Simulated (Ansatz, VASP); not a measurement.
# Cross-check of BP between VASP and Ansatz, part 2 of 3

One calculation is typed for both programs; each brings its own data sets. How far apart do they land? The cell is taken from a series of runs on this material, whose earlier steps may have relaxed, scaled, displaced or heated it; both programs get it as it stands.

VASP 6.6.1 and Ansatz 0.2.0.

So far: The structure; VASP: zone-centre phonons, LDA, pair 1.

## (3) Ansatz: zone-centre phonons, LDA, pair 1

Level of this step: Ansatz beside VASP: Kohn-Sham DFT, plane waves, LDA (Ansatz).

Ansatz runs on its PAW soft_1 files.

The same cell, functional (in two slightly different forms) and mesh now go to Ansatz, which takes its cutoff from its data sets.

The input, input.yaml:

```yaml
crystal:
  lattice:
    - [-0.0180546529, 2.2496894793, 2.2496894793]
    - [2.2496894793, -0.0180546529, 2.2496894793]
    - [2.2496894793, 2.2496894793, -0.0180546529]
  atoms:
    - { symbol: B, position: [0.0003561767, 0.0003561767, 0.0003561767] }
    - { symbol: P, position: [0.7496438233, 0.7496438233, 0.7496438233] }
kpoints:
  mp_grid: { grid: [12, 12, 12] }
hamiltonian:
  xc: lda
  pseudopotentials: { kind: paw, azcp: { folder: soft_1 }, xc_functional: pbe }
scf:
  occupations: { method: fixed }
output:
  eigenvalues: true
phonons:
  method: dfpt
  dielectric: true
  rigid_motions: translations
```

Run with:

```
ansatz run input.yaml --threads 4 --pin off --max-ram 10240MiB --backend cpu --events-out ev --progress --plain --runs-dir out
```

Numbers of over 12 decimals in the logs are rounded to 6 here.

Log:

```text
Engine: ansatz 0.2.0, aarch64-unknown-linux-gnu
Pseudopotentials: kind: paw
Pseudopotential: B, paw, valence charge 3, recommended cutoff 420 eV (normal), soft_1/B.paw.azcp
Pseudopotential: P, paw, valence charge 5, recommended cutoff 420 eV (normal), soft_1/P.paw.azcp
Functional definition: SPW92
  exchange = slater_x
  correlation = pw_c
Crystal: 2 atoms, lattice volume = 23.046 Å³
Basis set: ecut = 420 eV, 459 PW (Γ), exchange–correlation on 48×48×48 points (8 copies of the dense FFT grid, shifted against one another)
Bands: 8, of which v1, the nominal top of the filled ones, is band 4 counted from 1 (3 counted from 0)
Symmetry: 6 space group operations
k-points: 476 of 1728 (irreducible under 2 space group operations, time reversal used)
Non-local potential: B, projectors of the file, l = 0: 2, l = 1: 2, l = 2: 1
Non-local potential: P, projectors of the file, l = 0: 2, l = 1: 2, l = 2: 1
PAW form: soft (Blöchl's): semilocal exchange-correlation on the pseudo side does not see the compensation charge
PAW frozen core: B, regenerated for the run's functional, and the local potential with it (the file was generated under x = pbe(κ = 0.804, μ = 0.219515), c = pbe(β = 0.066725))
PAW frozen core: P, regenerated for the run's functional, and the local potential with it (the file was generated under x = pbe(κ = 0.804, μ = 0.219515), c = pbe(β = 0.066725))
PAW one-centre angular grid: B, 110 points (default); XC on 64 Gauss nodes
PAW one-centre angular grid: P, 110 points (default); XC on 64 Gauss nodes
Initial density: superposition of atomic densities (chi_scale 0.1, normalization cell, long waves kept (reshape's long-wave potential 0.00 eV rms))
Initial wavefunctions: pseudopotential atomic-orbital guess
Functional: x = slater, c = lda
SCF iter   1: F=—  HF=-877.437794 eV  |F-HF|=—  |Δ(HF+E_count)|=         —  Δρ=9.34e-2  dr2=2.26e0  ethr=3.10e-3  ⟨swp⟩=5.2  Hψ=27892  notcnv=0  defer=915
preconditioner: auto → none  [insulator: Δε(μ)=1.957 eV  Ē_g=12.984 eV  n_scr=0 (ndim 8)  ℏωp=21.9 eV  f_vac=0.000  ε∞_Penn≈3.8]
SCF iter   2: F=—  HF=-876.687111 eV  |F-HF|=—  |Δ(HF+E_count)|=   7.51e-1  Δρ=2.96e-2  dr2=1.56e-1  ethr=3.10e-3  ⟨swp⟩=2.3  Hψ=10612  notcnv=0  defer=823
SCF iter   3: F=—  HF=-876.636395 eV  |F-HF|=—  |Δ(HF+E_count)|=   5.07e-2  Δρ=1.13e-2  dr2=1.85e-2  ethr=1.95e-3  ⟨swp⟩=3.0  Hψ=6712  notcnv=0  defer=904
SCF iter   4: F=—  HF=-876.630957 eV  |F-HF|=—  |Δ(HF+E_count)|=   5.44e-3  Δρ=1.57e-3  dr2=2.66e-4  ethr=2.31e-4  ⟨swp⟩=3.0  Hψ=6641  notcnv=0  defer=947
SCF iter   5: F=—  HF=-876.630903 eV  |F-HF|=—  |Δ(HF+E_count)|=   5.39e-5  Δρ=6.16e-5  dr2=3.36e-7  ethr=3.33e-6  ⟨swp⟩=3.0  Hψ=5946  notcnv=0  defer=947
SCF iter   6: F=—  HF=-876.630904 eV  |F-HF|=—  |Δ(HF+E_count)|=   4.27e-7  Δρ=1.19e-5  dr2=1.51e-8  ethr=4.19e-9  ⟨swp⟩=2.6  Hψ=5692  notcnv=0  defer=919
SCF iter   7: F=—  HF=-876.630904 eV  |F-HF|=—  |Δ(HF+E_count)|=   2.33e-9  Δρ=6.00e-7  dr2=1.09e-10  ethr=1.89e-10  ⟨swp⟩=2.0  Hψ=5710  notcnv=0  defer=919
SCF iter   8: F=-876.630904 eV  HF=-876.630904 eV  |F-HF|=3.41e-13  |Δ(HF+E_count)|=  5.28e-11  Δρ=3.99e-8  dr2=4.59e-13  ethr=1.25e-12  ⟨swp⟩=9.5  Hψ=28064  notcnv=0
SCF 1 converged in 8 iterations: F = -876.630904 eV  dr2 = 4.59e-13
  greatest PAW one-centre occupation: 0.762 electrons in one spin orbital (limit 2), on the P atom at site 1 (counted from 0), in its partial waves of l = 0
NSCF: frozen V_eff on 5 k-points
DFPT response loops at Γ: preconditioner auto → none (the input reference at scf.mixing.eps_inf says where Resta's filter doesn't serve); β = 0.50; Broyden in place of MSR1
── the response to a field inside a basis, on 12×12×12 k-points: an SCF that follows is theirs, and a resumed run solves both again ──
Bands: 5, of which v1, the nominal top of the filled ones, is band 4 counted from 1 (3 counted from 0)
k-points: 182 of 1728 (time reversal used)
Initial density: handed on by an earlier stage of this run
Initial wavefunctions: pseudopotential atomic-orbital guess (no wavefunctions were taken with the density)
Eigensolver: Dense (182 Hₖ)
SCF iter   1: F=—  HF=-876.631115 eV  |F-HF|=—  |Δ(HF+E_count)|=         —  Δρ=1.21e-4  dr2=4.13e-7  ethr=1.00e-1
preconditioner: auto → none  [insulator: Δε(μ)=1.344 eV  Ē_g=9.862 eV  n_scr=0 (ndim 8)  ℏωp=21.9 eV  f_vac=0.000  ε∞_Penn≈5.9]
SCF iter   2: F=—  HF=-876.631116 eV  |F-HF|=—  |Δ(HF+E_count)|=   5.01e-7  Δρ=6.10e-5  dr2=1.05e-7  ethr=5.16e-9
SCF iter   3: F=-876.631116 eV  HF=-876.631116 eV  |F-HF|=2.74e-9  |Δ(HF+E_count)|=   1.73e-7  Δρ=3.41e-6  dr2=3.52e-9  ethr=1.31e-9
SCF 1 converged in 3 iterations: F = -876.631116 eV  dr2 = 3.52e-9
DFPT response loops at Γ: mixed as the last ones told, above
SCF converged after 8 iterations
Free energy (F): -876.630904 eV
Harris-Foulkes:  -876.630904 eV  (|F-HF|=3.41e-13)
Internal energy: -876.630904 eV  (E = F + TS)
E sigma→0 (E₀):  -876.630904 eV
Fermi energy:    9.288457 eV
--- Per-component energies (eV) ---
  E_band       = 21.648290
  E_kinetic    = 121.496381
  E_local      = -62.459268  (includes V_loc(G=0)·N_el)
  E_nonlocal   = 41.684445
  E_hartree    = 16.904713
  E_xc         = -106.252704
  E_vxc        = -101.615113  (∫ρ·V_xc dr)
  E_paw        = -601.374097  (= ΣΔE_a)
  E_vpaw       = -11.267585  (= ΣTr[D̂ρ^β])
  E_aug_tail   = 0.000008  (compensation charges beyond the density's cutoff)
  E_ewald      = -286.793567
  E_core_change = 0.163186  (= ΣΔE_core)
  E_smearing   = -0.000000  (= −TS)
  E_closure    = -0.000000  (closes the sum)
  Σ components = -876.630904   (vs F -876.630904, Δ=0.00e0)
--- Band table (eV; the first three rows and the last of 476) ---
  k-point 0: bands = ["-6.2951", "9.1863", "9.1863", "9.2885", "12.5513", "12.5513", "12.7429", "16.7801"]
  k-point 1: bands = ["-6.1695", "8.2275", "8.9763", "9.0636", "12.8454", "12.9169", "13.0506", "17.1231"]
  k-point 2: bands = ["-5.7958", "6.3423", "8.5334", "8.6100", "13.2627", "13.4542", "13.6205", "17.9710"]
  k-point 475: bands = ["-2.8162", "0.1281", "7.3705", "7.3705", "12.8968", "13.8282", "13.8282", "19.0907"]
--- Phonons (Γ-DFPT): 2 representative perturbations + reference, on 476 of 1728 k-points (Σ response iterations 6) ---
  k mesh reduced under 2 symmetry operations, with k and −k counted as one. Each operation leaves every solved perturbation unchanged. A smaller set is not considered because the run solves the response to a homogeneous field
  ASR residual: 1.249e-5 → 0.000e0 eV/Å²; symmetrization residual: 2.173e-7 eV/Å²
  ASR residual per site (eV/Å²): 1.10e-5 1.25e-5
  Γ frequencies (cm⁻¹): 0.00 0.00 0.00 801.69 801.69 815.03
  ε∞ (high-frequency dielectric tensor):
        9.197128    -0.044071    -0.044071
       -0.044071     9.197128    -0.044071
       -0.044071    -0.044071     9.197128
  ε⁰ (static dielectric tensor: ions relaxed, cell fixed):
        9.336078    -0.042168    -0.042168
       -0.042168     9.336078    -0.042168
       -0.042168    -0.042168     9.336078
  ε⁰ − ε∞ (ionic part):
        0.138950     0.001903     0.001903
        0.001903     0.138950     0.001903
        0.001903     0.001903     0.138950
  softest optical mode at Γ: 801.69 cm⁻¹; the repairs (sum rule, projections) moved no ω² at Γ by more than (0.57 cm⁻¹)²
  Born effective charges Z* (e; rows j = field, columns β = displacement):
    site 0:
        -0.58216   -0.00721   -0.00721
        -0.00721   -0.58216   -0.00721
        -0.00721   -0.00721   -0.58216
    site 1:
         0.58216    0.00721    0.00721
         0.00721    0.58216    0.00721
         0.00721    0.00721    0.58216
  Z* charge neutrality: 1.823e-3 e pre-enforcement
  solved inside a basis spanned on kpoints, on 12×12×12 k-points, its susceptibility summed on 16×16×16: ε∞ is read to err by 3.2e-2, Z* by 6.8e-3 e (field_mesh: kpoints solves on kpoints); Z* is corrected for what the basis lacks
  optical modes at Γ without the LO–TO term, one row a degenerate level:
      ω (cm⁻¹)  modes    IR ((D/Å)²/amu)
        801.69      2             1.9035
        815.03      1             1.0247
  optical modes at Γ + LO–TO along q̂ = [1.0000, 0.0000, 0.0000]:
      ω (cm⁻¹)  modes    IR ((D/Å)²/amu)
        801.69      1             0.9517
        804.97      1             0.9556
        817.82      1             1.0208
  optical modes at Γ + LO–TO along q̂ = [0.0000, 1.0000, 0.0000]:
      ω (cm⁻¹)  modes    IR ((D/Å)²/amu)
        801.69      1             0.9517
        804.97      1             0.9556
        817.82      1             1.0208
  optical modes at Γ + LO–TO along q̂ = [0.0000, 0.0000, 1.0000]:
      ω (cm⁻¹)  modes    IR ((D/Å)²/amu)
        801.69      1             0.9517
        804.97      1             0.9556
        817.82      1             1.0208
```

## (4) Side by side

Known differences besides the potentials themselves: the two LDA forms differ slightly; fixed occupations in Ansatz, narrow Gaussian smearing in VASP; VASP's response is taken on the typed mesh, Ansatz refines its own for the field response alone; the cutoff is 420 eV in Ansatz and 500 eV in VASP; VASP's log shows a relativistic correction to its local exchange, Ansatz's none. Total energies have different zeros and are not compared.

Both answers:

```
                                    quantity  Ansatz   VASP  difference
                                       ε∞ xx    9.20   9.23     -0.33 %
                                       ε∞ yy    9.20   9.23     -0.33 %
                                       ε∞ zz    9.20   9.23     -0.33 %
Born charge of B1 (mean of the diagonal) (e)   -0.58  -0.56       -0.02
Born charge of P2 (mean of the diagonal) (e)    0.58   0.56       +0.02
                  optical mode 1 to 2 (cm⁻¹)   801.7  799.8     +0.24 %
                       optical mode 3 (cm⁻¹)   815.0  813.1     +0.24 %
```

Modes are paired by rising frequency, not by their patterns, so a pair may set unlike modes beside each other; they are those without the splitting of longitudinal modes.

## (5) VASP: zone-centre phonons, LDA, pair 2

Second derivatives magnify differences that forces hide, and they need a tight electronic threshold. The cell compared in this pair holds 23.46 Å³, against 23.05 Å³ for the pair before.

The input, INCAR:

```
SYSTEM = BP
PREC = Accurate
ENCUT = 500
EDIFF = 1E-08
NELM = 120
ISMEAR = 0
SIGMA = 0.01
LREAL = .FALSE.
ALGO = Normal
GGA = CA
NBANDS = 10
LORBIT = 11
LWAVE = .FALSE.
LCHARG = .FALSE.
ISIF = 2
IBRION = 8
LEPSILON = .TRUE.
LASPH = .TRUE.
GGA_COMPAT = .FALSE.
EFERMI = MIDGAP
KPAR = 2
```

The input, POSCAR:

```
BP
1.0
   -0.0359791927      2.2542178517      2.2542178517
    2.2542178517     -0.0359791927      2.2542178517
    2.2542178517      2.2542178517     -0.0359791927
B P
1 1
Direct
    0.0006799114      0.0006799114      0.0006799114
    0.7493200886      0.7493200886      0.7493200886
```

The input, KPOINTS:

```
Automatic mesh
0
Gamma
12 12 12
0 0 0
```

Potentials, in the order of the species: B and P (LDA family, release 64).

Run with:

```
mpirun -np 2 vasp_std
```

Log:

```text
[... set-up lines as in an earlier step ...]
 entering main loop
       N       E                     dE             d eps       ncg     rms          rms(c)
DAV:   1     0.691327425249E+01    0.69133E+01   -0.39730E+03  3796   0.698E+02
DAV:   2    -0.146662551170E+02   -0.21580E+02   -0.20426E+02  5336   0.108E+02
DAV:   3    -0.151884347799E+02   -0.52218E+00   -0.52118E+00  4666   0.158E+01
DAV:   4    -0.151905731702E+02   -0.21384E-02   -0.21381E-02  4626   0.116E+00
[...]
DAV:  11    -0.143736903076E+02   -0.19080E-05   -0.51512E-06  4846   0.134E-02    0.340E-02
DAV:  12    -0.143736900229E+02    0.28467E-06   -0.17702E-06  4360   0.602E-03    0.640E-03
DAV:  13    -0.143736900287E+02   -0.57634E-08   -0.86855E-08  4722   0.182E-03
   1 F= -.14373690E+02 E0= -.14373690E+02  d E =0.000000E+00
 Linear response reoptimize wavefunctions to high precision
DAV:   1    -0.143736900253E+02    0.33805E-08   -0.11621E-08  4282   0.513E-04
DAV:   2    -0.143736900253E+02   -0.17621E-10   -0.26281E-10  2228   0.130E-04
 Linear response G [H, r] |phi>, progress :
  Direction:   1
[...]
RMM:  12    -0.421925340838E-01   -0.56430E-09   -0.80631E-07  9806   0.626E-06    0.441E-08
 first order change of Fermi-energy   0.23165E+01
 force on displaced ion       1 direction 1 : -18.380  -0.430  -0.430
 Born effective charge ion    1 direction 1 :  -0.509  -0.015  -0.015
 Linear response progress:
  Degree of freedom:   2/  2
       N       E                     dE             d eps       ncg     rms          rms(c)
RMM:   1    -0.437677991213E-01   -0.43768E-01    0.35983E-03 22336   0.143E+00
RMM:   2    -0.410262091274E-01    0.27416E-02   -0.39039E-04 14782   0.221E-01    0.148E-01
RMM:   3    -0.410751469875E-01   -0.48938E-04   -0.13954E-05 15785   0.368E-02    0.836E-02
RMM:   4    -0.413263696167E-01   -0.25122E-03   -0.30186E-05 15708   0.344E-02    0.768E-03
[...]
RMM:  11    -0.412943636423E-01    0.12586E-08    0.16498E-06 14632   0.689E-06    0.350E-07
RMM:  12    -0.412943641347E-01   -0.49237E-09    0.16642E-06  8353   0.622E-06    0.114E-07
RMM:  13    -0.412943642407E-01   -0.10603E-09    0.16724E-06  6455   0.620E-06    0.630E-08
 first order change of Fermi-energy  -0.23162E+01
 force on displaced ion       2 direction 1 : -18.380  -0.431  -0.431
 Born effective charge ion    2 direction 1 :   0.505   0.015   0.015
 Born effective charges drift removed
 Linear response finished
```

OUTCAR, selected parts (step 5):

```text
  Total       -0.8608031     -0.8608031     -0.8608031      0.4230641      0.4230641      0.4230641
  in kB      -58.7925863    -58.7925863    -58.7925863     28.8951515     28.8951515     28.8951515
  external PRESSURE =     -58.7925863 kB  Pullay stress =       0.0000000 kB

 POSITION                                       TOTAL-FORCE (eV/Angst)
 -----------------------------------------------------------------------------------
      0.00304      0.00304      0.00304        -0.001374     -0.001374     -0.001374
      3.35130      3.35130      3.35130         0.001374      0.001374      0.001374
 -----------------------------------------------------------------------------------
    total drift:                               -0.000014     -0.000014     -0.000014

 MACROSCOPIC STATIC DIELECTRIC TENSOR (including local field effects in DFT)
 ------------------------------------------------------
           9.251938    -0.086739    -0.086739
          -0.086739     9.251938    -0.086739
          -0.086739    -0.086739     9.251938
 ------------------------------------------------------

 MACROSCOPIC STATIC DIELECTRIC TENSOR IONIC CONTRIBUTION
 ------------------------------------------------------
           0.108015     0.003611     0.003611
           0.003611     0.108015     0.003611
           0.003611     0.003611     0.108015
 ------------------------------------------------------

[... 1 part as in an earlier step ...]

[... 1 further part left out ...]
```

## (6) Ansatz: zone-centre phonons, LDA, pair 2

The same cell, functional (in two slightly different forms) and mesh now go to Ansatz, which takes its cutoff from its data sets.

The cell is taken from a series of runs on this material, whose earlier steps may have relaxed, scaled, displaced or heated it; both programs get it as it stands.

input.yaml, the sections that differ from step 3:

```yaml
crystal:
  lattice:
    - [-0.0359791927, 2.2542178517, 2.2542178517]
    - [2.2542178517, -0.0359791927, 2.2542178517]
    - [2.2542178517, 2.2542178517, -0.0359791927]
  atoms:
    - { symbol: B, position: [0.0006799114, 0.0006799114, 0.0006799114] }
    - { symbol: P, position: [0.7493200886, 0.7493200886, 0.7493200886] }
# kpoints, hamiltonian, scf, output, phonons: as in step 3
```

Run with:

```
ansatz run input.yaml --threads 4 --pin off --max-ram 10240MiB --backend cpu --events-out ev --progress --plain --runs-dir out
```

Log:

```text
[...]
Crystal: 2 atoms, lattice volume = 23.458 Å³
Basis set: ecut = 420 eV, 459 PW (Γ), exchange–correlation on 48×48×48 points (8 copies of the dense FFT grid, shifted against one another)
Bands: 8, of which v1, the nominal top of the filled ones, is band 4 counted from 1 (3 counted from 0)
Symmetry: 6 space group operations
k-points: 476 of 1728 (irreducible under 2 space group operations, time reversal used)
[...]
optical modes at Γ + LO–TO along q̂ = [1.0000, 0.0000, 0.0000]:
      ω (cm⁻¹)  modes    IR ((D/Å)²/amu)
[...]
optical modes at Γ + LO–TO along q̂ = [0.0000, 1.0000, 0.0000]:
      ω (cm⁻¹)  modes    IR ((D/Å)²/amu)
[...]
811.97      1             0.8810
  optical modes at Γ + LO–TO along q̂ = [0.0000, 0.0000, 1.0000]:
      ω (cm⁻¹)  modes    IR ((D/Å)²/amu)
        782.27      1             0.7476
        785.19      1             0.7486
        811.97      1             0.8810
[key lines of the parts left out:]
SCF converged after 8 iterations
Free energy (F): -876.611955 eV
Fermi energy:    9.101763 eV
```

## (7) Comparison

Both answers:

```
                                    quantity  Ansatz   VASP  difference
                                       ε∞ xx    9.22   9.25     -0.32 %
                                       ε∞ yy    9.22   9.25     -0.32 %
                                       ε∞ zz    9.22   9.25     -0.32 %
Born charge of B1 (mean of the diagonal) (e)   -0.52  -0.51       -0.02
Born charge of P2 (mean of the diagonal) (e)    0.52   0.51       +0.02
                  optical mode 1 to 2 (cm⁻¹)   782.3  780.4     +0.23 %
                       optical mode 3 (cm⁻¹)   810.0  808.0     +0.24 %
```

Modes are paired by rising frequency, not by their patterns, so a pair may set unlike modes beside each other; they are those without the splitting of longitudinal modes.

[end of part 2 of 3]

[Lines on the potential files, build, host, timing and source positions are cut from VASP's logs without a mark.]

[Logs are printed without paths, hosts, clocks, repeated set-up lines and the standing remarks that a program may print on its own settings, such as how far it seeks lower states.]

[Hosts, paths, dates, database ids (printed as entryN), source tags and the programs' standing remarks are cut or masked in the printed files.]
